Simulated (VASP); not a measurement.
Set up this calculation in VASP 6.6.1, as the native input.

```yaml
Task: relaxation of cell and atoms
Functional: PBEsol
Potentials_or_basis: VASP PAW PBE potentials, release 64 (Si, Se)
Cutoff: 600 eV
k_mesh: 8 × 8 × 8
Occupations: gaussian, width 0.03 eV
Spin: no spin polarisation
Further_INCAR_settings: ALGO = Normal; EDIFF = 1e-07; IBRION = 2; EDIFFG = -0.005; NSW = 90; ISIF = 3
```

The structure of SiSe2 lies in POSCAR:

```
SiSe2                                   
1.0
   -3.1363397553      4.6404513621      2.9311289162
    3.1363397553     -4.6404513621      2.9311289162
    3.1363397553      4.6404513621     -2.9311289162
  Si              Se            
     2     4
Direct
     0.7500000000000000    0.7500000000000000    0.0000000000000000
     0.2500000000000000    0.2500000000000000    0.0000000000000000
     0.1283085406280553    0.2071378210542610    0.3354463616823165
     0.8716914593719447    0.7928621789457387    0.6645536383176837
     0.6283085406280553    0.2928621789457390    0.9211707195737944
     0.3716914593719446    0.7071378210542613    0.0788292804262056
```

The input as run:

INCAR

```
SYSTEM = SiSe2
PREC = Accurate
ENCUT = 600
EDIFF = 1E-7
ISMEAR = 0
SIGMA = 0.03
LREAL = .FALSE.
LASPH = .TRUE.
NELM = 80
ALGO = Normal
ISIF = 3
LWAVE = .FALSE.
LCHARG = .FALSE.
GGA = PS
IBRION = 2
NSW = 90
EDIFFG = -0.005
KPAR = 2
```

KPOINTS

```
regular mesh
0
G
  8 8 8
  0 0 0
```

Potentials or basis: VASP PAW PBE potentials, release 64 (Si, Se).

Command:

```bash
$ cat potpaw_PBE.64/Si/POTCAR potpaw_PBE.64/Se/POTCAR > POTCAR
$ mpirun -np 2 vasp_std > vasp.out
```

It gave:

```yaml
Relaxed_volume: 28.54 Å³/atom
Relaxed_cell: a = 6.333 Å, b = 6.333 Å, c = 6.333 Å, α = 120.56°, β = 85.38°, γ = 124.90°
Space_group_after_relaxing_to_0.05_Å: Ibam (No. 72)
Energy_gained_by_relaxing: 0.0 meV/atom
Ionic_steps: 7
Pressure_after_relaxing: 0.0 GPa
Band_gap_on_the_k_mesh: 1.65 eV, indirect (least direct gap 1.70 eV)
```

Caveat: the PAW data sets were made with another functional, which shifts forces and pressure a little.

It took 10 min on 2 MPI ranks on AMD EPYC 9R45 (Zen 5), on a shared host, peak memory 0.62 GiB a rank.
